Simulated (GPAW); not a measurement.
**Fitting the LDA energy curve of PbTe**

Space group Fm-3m (No. 225). a = 6.462 Å, b = 6.462 Å, c = 6.462 Å, α = 90.00°, β = 90.00°, γ = 90.00°
```tsv
atom	site	symmetry	x	y	z
Pb	4a	m-3m	0.0000	0.0000	0.0000
Te	4b	m-3m	0.5000	0.0000	0.0000
```

The cell was scaled at fixed shape and fractions and run with GPAW, HGH pseudopotentials, cutoff 800 eV; LDA, k mesh 6 × 6 × 6 on the cell of 2 atoms, fermi-dirac occupations of 0.05 eV, no spin polarisation, no spin-orbit coupling. Energies are those that the program minimises, any entropy of the smearing included.

```tsv
V (Å³/atom)	energy over the lowest row (meV/atom)
31.7058	0.00
32.3804	?
33.0550	5.55
33.7296	13.89
34.4042	25.41
35.0788	39.76
35.7534	56.62
```

Question: Fit the third-order Birch-Murnaghan form, give V0, B0 and B′, and predict the energy left open.

Answer: With y = (V0/V)^(2/3), E = E0 + (9 V0 B0/16) [(y - 1)³ B′ + (y - 1)² (6 - 4y)]. Least squares through the rows shown give V0 = 31.9185 Å³/atom, E0 = -0.22 meV, B0 = 48.69 GPa (1 eV/Å³ = 160.218 GPa) and B′ = 4.51, with a largest miss of 0.00 meV. At V = 32.3804 the form with these constants gives 0.77 meV; the run gave 0.77 meV an atom. Other set-ups at this level, from all their volumes (Å³/atom, GPa): GPAW, PAW data sets generated for this functional: V0 32.270, B0 49.38; GPAW, the program's PAW data sets (release 1.2.1) made for this functional, other valence: V0 32.110, B0 48.82. Measured volume: 33.71 Å³/atom at 300 K (pmc:10701875, doi:10.1021/acsomega.3c06502), so the fit lies -5.3 % from it. The runs are for a static lattice.
